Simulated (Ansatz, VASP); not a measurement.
# Zn: VASP beside Ansatz

File INCAR:

```
PREC = Accurate
ENCUT = 520
EDIFF = 1E-6
ISMEAR = 0
SIGMA = 0.1
LREAL = F
LASPH = T
NELM = 60
ALGO = Fast
ISIF = 2
LWAVE = F
LCHARG = F
GGA = PS
NBANDS = 84
```

KPOINTS

```
Automatic mesh
0
Gamma
  3 3 3
```

Contents of POSCAR:

```
Zn
1.0
    3.2008880594      1.8480335828      5.4588014166
   -3.2008880594      1.8480335828      5.4588014166
    0.0000000000     -3.6960671654      5.4588014166
Zn
12
Direct
    0.0101900000      0.6536100000      0.0101900000
    0.0101900000      0.0101900000      0.6536100000
    0.6536100000      0.0101900000      0.0101900000
    0.9898100000      0.3463900000      0.9898100000
    0.3463900000      0.9898100000      0.9898100000
    0.9898100000      0.9898100000      0.3463900000
    0.2211800000      0.6306000000      0.2211800000
    0.2211800000      0.2211800000      0.6306000000
    0.6306000000      0.2211800000      0.2211800000
    0.7788200000      0.3694000000      0.7788200000
    0.3694000000      0.7788200000      0.7788200000
    0.7788200000      0.7788200000      0.3694000000
```

Input for Ansatz:

```yaml
crystal:
  lattice:
    - [3.2008880594, 1.8480335828, 5.4588014166]
    - [-3.2008880594, 1.8480335828, 5.4588014166]
    - [0.0, -3.6960671654, 5.4588014166]
  atoms:
    - { symbol: Zn, position: [0.01019, 0.65361, 0.01019] }
    - { symbol: Zn, position: [0.01019, 0.01019, 0.65361] }
    - { symbol: Zn, position: [0.65361, 0.01019, 0.01019] }
    - { symbol: Zn, position: [0.98981, 0.34639, 0.98981] }
    - { symbol: Zn, position: [0.34639, 0.98981, 0.98981] }
    - { symbol: Zn, position: [0.98981, 0.98981, 0.34639] }
    - { symbol: Zn, position: [0.22118, 0.6306, 0.22118] }
    - { symbol: Zn, position: [0.22118, 0.22118, 0.6306] }
    - { symbol: Zn, position: [0.6306, 0.22118, 0.22118] }
    - { symbol: Zn, position: [0.77882, 0.3694, 0.77882] }
    - { symbol: Zn, position: [0.3694, 0.77882, 0.77882] }
    - { symbol: Zn, position: [0.77882, 0.77882, 0.3694] }
basis:
  ecutwfc: 420
kpoints:
  mp_grid: { grid: [3, 3, 3] }
hamiltonian:
  xc: pbesol
scf:
  occupations: { method: gaussian, width: 0.1 }
  lower_state_search: "off"
output:
  forces: true
  stress: true
  eigenvalues: true
```

Alike in both runs: task single point; functional PBEsol; k mesh 3 × 3 × 3; occupations gaussian, width 0.1 eV; no spin polarisation.

|  | VASP | Ansatz |
| --- | --- | --- |
| version | VASP 6.6.1 | Ansatz 0.2.0 |
| potentials or method | VASP PAW PBE potentials, release 64 (Zn) | scalar-relativistic, plane waves, PAW |
| plane-wave cutoff (eV) | 520 | 420 |
| valence electrons in the cell | 144 | 144 |

|  | VASP | Ansatz | Ansatz less VASP |
| --- | --- | --- | --- |
| gap on the k mesh at the Fermi level (eV) | none | none | - |
| pressure (GPa) | 23.8 | 23.1 | -0.70 |
| largest component of the traceless stress (GPa) | 6.21 | 6.11 | -0.099 |
| rms of the force components (eV/Å) | 1.510 | 1.480 | -0.0299 |

Atom by atom the forces differ by 0.031 eV/Å (rms over components). A gap of «none» marks a metal or a gap that the smearing closes.

Caveats: the k mesh is coarse (spacing up to 0.40 Å⁻¹), so the values aren't converged; so large a pressure means that the cell lies far from this level's equilibrium, or that cutoff or potentials fall short (VASP); the potentials were made for another functional, which shifts forces and pressure (VASP).
